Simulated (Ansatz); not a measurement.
# Fe (Im-3m) in Ansatz: notebook

Runs on Fe. Level: PBEsol. Tasks: single point.

Everything below comes from runs of Ansatz 0.2.0. Logs are shortened: lines on timing, memory, paths and dates and some standing lists are left out, and cuts for length are marked.

**1. The crystal as given**

It takes space group Im-3m (No. 229, cubic). Conventional cell: a = 2.886 Å, b = 2.886 Å, c = 2.886 Å, α = 90.00°, β = 90.00°, γ = 90.00°. Fe (site symmetry m-3m) has 8 Fe at 2.50 Å as nearest neighbours.

**2. Single point, PBEsol, collinear spin, ferromagnetic start**

Contents of input.yaml:

```yaml
crystal:
  lattice:
    - [-1.443, 1.443, 1.443]
    - [1.443, -1.443, 1.443]
    - [1.443, 1.443, -1.443]
  atoms:
    - { symbol: Fe, position: [0.0, 0.0, 0.0], spin: 4.5 }
hamiltonian:
  xc: pbesol
  pseudopotentials: { kind: paw }
magnetization:
  spin_polarized: true
kpoints:
  mp_grid: { grid: [13, 13, 13] }
scf:
  occupations: { method: fermi_dirac, width: 0.05 }
output:
  forces: true
  stress: true
  eigenvalues: true
```

Potentials or basis: Ansatz PAW.

Run with:

```bash
ansatz run input.yaml --threads 2 --pin off --max-ram 5632MiB --backend cpu --events-out ev --progress --plain --runs-dir out
```

What it wrote:

```text
Warning: where an SCF of this run starts from atoms to list the orders of its open shells, Fe (site 0, from 0) starts with 4.00 μB on its 3d shell, in the place of the 4.50 μB that the deck gives it: its open shells can hold no more by Hund's first rule. To start from spheres of the given moment, type scf.initial_density.shell_occupations: []
Warning: RAYON_NUM_THREADS=2 ignored (pool sized by the plan → 2); use --threads N
Engine: ansatz 0.2.0, aarch64-unknown-linux-gnu
Pseudopotentials: kind: paw
Pseudopotential: Fe, paw, valence charge 16, recommended cutoff 420 eV (normal), Fe.paw.azcp
Functional definition: PBEsol
  exchange = pbesol_x
  correlation = pbesol_c
Crystal: 1 atoms, lattice volume = 12.019 Å³
Basis set: ecut = 420 eV, 225 PW (Γ), exchange–correlation on 36×36×36 points (8 copies of the dense FFT grid, shifted against one another)
Bands: 15, of which v1, the nominal top of the filled ones, is band 8 counted from 1 (7 counted from 0)
Symmetry: 48 space group operations
Space group: Im-3m (ITA 229), of the structure as read, at distance tolerance 2.3e-5 Å
Magnetic group: BNS 229.140 (UNI 1642), of the structure as read, at distance tolerance 2.3e-5 Å
k-points: 84 of 2197
Non-local potential: Fe, projectors of the file, l = 0: 3, l = 1: 2, l = 2: 3, l = 3: 1
PAW form: soft (Blöchl's): semilocal exchange-correlation on the pseudo side does not see the compensation charge
PAW frozen core: Fe, regenerated for the run's functional, and the local potential with it (the file was generated under x = pbe(κ = 0.804, μ = 0.2195149727645171), c = pbe(β = 0.06672455060314922))
PAW one-centre angular grid: Fe, 590 points (default); XC on 64 Gauss nodes
Initial density: superposition of atomic densities (chi_scale 0.1, normalization cell)
Starting moments: Σ|m| = 4.5 μB on 1 of 1 site
Initial wavefunctions: pseudopotential atomic-orbital guess
Functional: x = pbesol(κ = 0.804, μ = 0.12345679012345678), c = pbesol(β = 0.046)
SCF iter   1: F=—  HF=-4449.372991 eV  |F-HF|=—  |Δ(HF+E_count)|=         —  Δρ=2.36e-1 (↑2.36e-1 ↓1.09e-1)  dr2=1.77e0  dr2_m=3.13e0  M=2.198 μB ∫|m|=2.232 μB  β_m=0.30  ethr=3.10e-3  ⟨swp⟩=4.8  Hψ=11814  notcnv=0
Mixer restart at iter 1: flushing history
preconditioner: auto → none  [metal: Δε(μ)=0.003 eV  Ē_g=16.082 eV  σ=0.050 eV  W_gap=0.02  n_scr=0 (ndim 8)  ℏωp=30.3 eV  f_vac=0.000  D(μ)=1.39/eV (n_scr^D=18)]
SCF iter   2: F=—  HF=-4448.271036 eV  |F-HF|=—  |Δ(HF+E_count)|=    1.10e0  Δρ=7.41e-2 (↑4.60e-2 ↓7.41e-2)  dr2=8.90e-2  dr2_m=3.79e-1  M=2.611 μB ∫|m|=2.672 μB  β_m=0.33  ethr=3.10e-3  ⟨swp⟩=3.2  Hψ=6109  notcnv=0  defer=291
SCF iter   3: F=—  HF=-4448.594226 eV  |F-HF|=—  |Δ(HF+E_count)|=   3.23e-1  Δρ=7.10e-2 (↑7.10e-2 ↓5.72e-2)  dr2=2.21e-2  dr2_m=4.49e-1  M=2.391 μB ∫|m|=2.463 μB  β_m=0.37  ethr=5.56e-4  ⟨swp⟩=2.8  Hψ=5285  notcnv=0  defer=292
SCF iter   4: F=—  HF=-4448.746124 eV  |F-HF|=—  |Δ(HF+E_count)|=   1.52e-1  Δρ=1.84e-2 (↑9.30e-3 ↓1.84e-2)  dr2=1.33e-2  dr2_m=1.97e-2  M=2.336 μB ∫|m|=2.439 μB  β_m=0.62  ethr=1.38e-4  ⟨swp⟩=2.7  Hψ=4340  notcnv=0  defer=297
SCF iter   5: F=—  HF=-4448.772243 eV  |F-HF|=—  |Δ(HF+E_count)|=   2.61e-2  Δρ=6.40e-4 (↑5.21e-4 ↓6.40e-4)  dr2=4.91e-5  dr2_m=1.93e-5  M=2.258 μB ∫|m|=2.375 μB  β_m=0.64  ethr=8.33e-5  ⟨swp⟩=2.3  Hψ=4147  notcnv=0  defer=298
SCF iter   6: F=—  HF=-4448.772412 eV  |F-HF|=—  |Δ(HF+E_count)|=   1.70e-4  Δρ=6.29e-4 (↑6.29e-4 ↓1.49e-4)  dr2=2.37e-5  dr2_m=1.45e-5  M=2.260 μB ∫|m|=2.376 μB  β_m=0.82  ethr=3.07e-7  ⟨swp⟩=2.7  Hψ=4198  notcnv=0  defer=296
SCF iter   7: F=—  HF=-4448.772425 eV  |F-HF|=—  |Δ(HF+E_count)|=   1.24e-5  Δρ=1.19e-4 (↑1.19e-4 ↓4.29e-5)  dr2=7.84e-7  dr2_m=6.64e-7  M=2.260 μB ∫|m|=2.376 μB  β_m=0.86  ethr=1.48e-7  ⟨swp⟩=2.6  Hψ=3476  notcnv=0  defer=296
SCF iter   8: F=—  HF=-4448.772425 eV  |F-HF|=—  |Δ(HF+E_count)|=   8.11e-8  Δρ=3.37e-5 (↑3.37e-5 ↓4.28e-6)  dr2=9.14e-8  dr2_m=3.67e-8  M=2.260 μB ∫|m|=2.376 μB  β_m=0.93  ethr=4.90e-9  ⟨swp⟩=1.4  Hψ=2721  notcnv=0  defer=296
SCF iter   9: F=—  HF=-4448.772425 eV  |F-HF|=—  |Δ(HF+E_count)|=   2.66e-8  Δρ=3.00e-6 (↑3.00e-6 ↓1.37e-6)  dr2=1.84e-10  dr2_m=5.07e-10  M=2.260 μB ∫|m|=2.376 μB  β_m=0.96  ethr=5.71e-10  ⟨swp⟩=2.3  Hψ=3272  notcnv=0  defer=296
SCF iter  10: F=-4448.772425 eV  HF=-4448.772425 eV  |F-HF|=9.09e-13  |Δ(HF+E_count)|=  5.46e-12  Δρ=2.56e-7 (↑2.56e-7 ↓1.24e-7)  dr2=3.23e-12  dr2_m=3.39e-12  M=2.260 μB ∫|m|=2.376 μB  ethr=1.15e-12  ⟨swp⟩=5.1  Hψ=9586  notcnv=0
SCF 1 converged in 10 iterations: F = -4448.772425 eV  dr2 = 3.23e-12
SCF converged after 10 iterations
Magnetization: 2.2601 μB (9.1301 up, 6.8699 down)
Absolute magnetization: 2.3760 μB (∫|ρ↑−ρ↓|, with the PAW one-centre terms)
Spin contamination: 0.0383 ħ² per cell (⟨S²⟩ above its minimum at these occupations)
Per-site moments (μB) at R_I (Å): [(2.3078493427218567, 1.0309815925702797)]
Free energy (F): -4448.772425 eV
Harris-Foulkes:  -4448.772425 eV  (|F-HF|=9.09e-13)
Internal energy: -4448.762289 eV  (E = F + TS)
E sigma→0 (E₀):  -4448.767357 eV
Entropy (-TS):   -0.010136 eV (-10.136 meV/atom)
Fermi energy:    17.104786 eV
--- Per-component energies (eV) ---
  E_band       = -231.015242
  E_kinetic    = 348.863369
  E_local      = -2132.895768  (includes V_loc(G=0)·N_el)
  E_nonlocal   = 220.460812
  E_hartree    = 890.399949
  E_xc         = -116.434165
  E_vxc        = -150.516541  (∫ρ·V_xc dr)
  E_paw        = -1335.126604  (= ΣΔE_a)
  E_vpaw       = -297.727785  (= ΣTr[D̂ρ^β])
  E_aug_tail   = 0.000878  (compensation charges beyond the density's cutoff)
  E_ewald      = -2324.209962
  E_core_change = 0.179202  (= ΣΔE_core)
  E_smearing   = -0.010136  (= −TS)
  E_closure    = 0.000000  (closes the sum)
  Σ components = -4448.772425   (vs F -4448.772425, Δ=0.00e0)
--- Forces (eV/Å), atoms counted from 1 ---
  atom   1  Fe    -0.00000000     0.00000000     0.00000000
  max |Σ_I F_I| component: 9.45e-32 eV/Å
--- Stress (GPa, compression-positive) ---
      -17.936441      -0.000000       0.000000
       -0.000000     -17.936441      -0.000000
        0.000000      -0.000000     -17.936441
  P = ⅓ Tr σ = -17.9364 GPa (-179.364 kbar)
--- Band table (eV; the first three rows and the last of 168) ---
  k-point 0 ↑: bands = ["-70.6157", "-36.5802", "-36.5802", "-36.5802", "8.8530", "14.9049", "14.9049", "14.9049", "16.0719", "16.0719", "40.9114", "40.9114", "40.9114", "46.0199", "46.0199"]
  k-point 1 ↑: bands = ["-70.6121", "-36.6003", "-36.5869", "-36.5801", "9.0881", "14.8432", "14.8991", "15.0271", "16.0122", "16.0768", "39.5051", "40.5806", "40.7634", "45.1100", "45.4107"]
  k-point 2 ↑: bands = ["-70.6021", "-36.6556", "-36.6055", "-36.5800", "9.7659", "14.6751", "14.8517", "15.3764", "15.9080", "16.0935", "36.4974", "39.3929", "40.4364", "42.8650", "44.1385"]
  k-point 83 ↓: bands = ["-67.8055", "-34.2071", "-34.2034", "-34.2034", "14.4318", "14.4524", "19.3339", "19.3339", "19.4263", "26.1292", "27.0765", "27.0765", "33.2824", "33.7364", "37.9025"]
```

Run time: 1.9 s. Hardware: 2 threads of Arm Neoverse V1, shared host; peak memory 0.28 GiB.

Results:

```yaml
Free_energy: -4448.7724 eV
Pressure: -17.9 GPa
Band_gap_on_the_k_mesh: none (metal or under the smearing width)
Net_moment: 2.26 μB per cell
Absolute_moment: 2.38 μB per cell
Site_moments: Fe +2.31 μB
```

Caveat: the PAW data sets come from PBE, with cores solved anew for the run's functional, which leaves a small shift of forces and pressure.

**3. Single point, PBEsol, collinear spin, program default start**

Contents of input.yaml:

```yaml
crystal:
  lattice:
    - [-1.443, 1.443, 1.443]
    - [1.443, -1.443, 1.443]
    - [1.443, 1.443, -1.443]
  atoms:
    - { symbol: Fe, position: [0.0, 0.0, 0.0] }
hamiltonian:
  xc: pbesol
  pseudopotentials: { kind: paw }
magnetization:
  spin_polarized: true
  initial_magnetization: 0.0
  spin_locking: { lock_magnetization: hard }
kpoints:
  mp_grid: { grid: [11, 11, 11] }
scf:
  occupations: { method: fermi_dirac, width: 0.05 }
  lower_state_search: "off"
output:
  forces: true
  stress: true
  eigenvalues: true
```

Potentials or basis: Ansatz PAW.

Run with:

```bash
ansatz run input.yaml --threads 2 --pin off --max-ram 5632MiB --backend cpu --events-out ev --progress --plain --runs-dir out
```

It took 0.58 s on 2 threads of Arm Neoverse V1, shared host; peak memory 0.24 GiB.

The run converged. Its results:

| Quantity | Value |
| --- | --- |
| Free energy | -4448.2190 eV |
| Pressure | -35.0 GPa |
| Net moment | 0.00 μB per cell |
| Absolute moment | 0.00 μB per cell |

Caveat: a pressure of tens of GPa on the cell as given is suspect, and the run, the potentials or the cell itself is likely at fault; the total moment is fixed, so each spin has its own Fermi level; the PAW data sets come from PBE, with cores solved anew for the run's functional, which leaves a small shift of forces and pressure; the thresholds are loose for stress.

**4. Single point, PBEsol, collinear spin, ferromagnetic start**

input.yaml, as its differences from that of step 3:

```diff
@@ -6,3 +6,3 @@
   atoms:
-    - { symbol: Fe, position: [0.0, 0.0, 0.0] }
+    - { symbol: Fe, position: [0.0, 0.0, 0.0], spin: 0.8 }
 hamiltonian:
@@ -12,3 +12,3 @@
   spin_polarized: true
-  initial_magnetization: 0.0
+  initial_magnetization: 0.8
   spin_locking: { lock_magnetization: hard }
@@ -23 +23,5 @@
   eigenvalues: true
+  write_density: true
+  write_potential: true
+  elf: true
+  volumetric_format: npy
```

Run with:

```bash
ansatz run input.yaml --threads 2 --pin off --max-ram 5632MiB --backend cpu --events-out ev --progress --plain --runs-dir out
```

It took 1.4 s on 2 threads of Arm Neoverse V1, shared host; peak memory 0.26 GiB.

The run converged. Its results:

- Free energy: -4448.3566 eV
- Pressure: -32.5 GPa
- Net moment: 0.80 μB per cell
- Absolute moment: 0.92 μB per cell
- Site moments: Fe +0.85 μB

Caveat: a pressure of tens of GPa on the cell as given is suspect, and the run, the potentials or the cell itself is likely at fault; the total moment is fixed, so each spin has its own Fermi level; the PAW data sets come from PBE, with cores solved anew for the run's functional, which leaves a small shift of forces and pressure; the thresholds are loose for stress.

**5. Single point, PBEsol, collinear spin, ferromagnetic start**

Contents of input.yaml:

```yaml
crystal:
  lattice:
    - [-1.443, 1.443, 1.443]
    - [1.443, -1.443, 1.443]
    - [1.443, 1.443, -1.443]
  atoms:
    - { symbol: Fe, position: [0.0, 0.0, 0.0], spin: 1.5 }
hamiltonian:
  xc: pbesol
  pseudopotentials: { kind: paw }
magnetization:
  spin_polarized: true
  initial_magnetization: 1.5
  spin_locking: { lock_magnetization: hard }
kpoints:
  mp_grid: { grid: [11, 11, 11] }
scf:
  occupations: { method: fermi_dirac, width: 0.05 }
  lower_state_search: "off"
output:
  forces: true
  stress: true
  eigenvalues: true
```

Run with:

```bash
ansatz run input.yaml --threads 2 --pin off --max-ram 5632MiB --backend cpu --events-out ev --progress --plain --runs-dir out
```

Wall time 0.96 s (2 threads of Arm Neoverse V1, shared host); peak memory 0.25 GiB.

Results (log left out):

```yaml
Free_energy: -4448.6044 eV
Pressure: -28.1 GPa
Net_moment: 1.50 μB per cell
Absolute_moment: 1.64 μB per cell
Site_moments: Fe +1.56 μB
```

Caveat: a pressure of tens of GPa on the cell as given is suspect, and the run, the potentials or the cell itself is likely at fault; the total moment is fixed, so each spin has its own Fermi level; the PAW data sets come from PBE, with cores solved anew for the run's functional, which leaves a small shift of forces and pressure; the thresholds are loose for stress.

**6. The runs side by side**

| spin | fixed moment (μB) | k mesh | pressure (GPa) | moment (μB) |
| --- | --- | --- | --- | --- |
| collinear, ferromagnetic start | - | 13 × 13 × 13 | -17.9 | 2.26 |
| collinear, program default start | 0.0 | 11 × 11 × 11 | -35.0 | 0.00 |
| collinear, ferromagnetic start | 0.8 | 11 × 11 × 11 | -32.5 | 0.80 |
| collinear, ferromagnetic start | 1.5 | 11 × 11 × 11 | -28.1 | 1.50 |

Alike in all rows: task single point; level PBEsol; potentials or basis Ansatz PAW; cell as given; cutoff (eV) 420; smearing fermi-dirac 0.05 eV.

Caveats: the PAW data sets come from PBE, with cores solved anew for the run's functional, which leaves a small shift of forces and pressure; a pressure of tens of GPa on the cell as given is suspect, and the run, the potentials or the cell itself is likely at fault (some runs); the total moment is fixed, so each spin has its own Fermi level (some runs); the thresholds are loose for stress (some runs).

Total energies depend on the potentials used, so only differences within one code and one set of settings carry meaning.
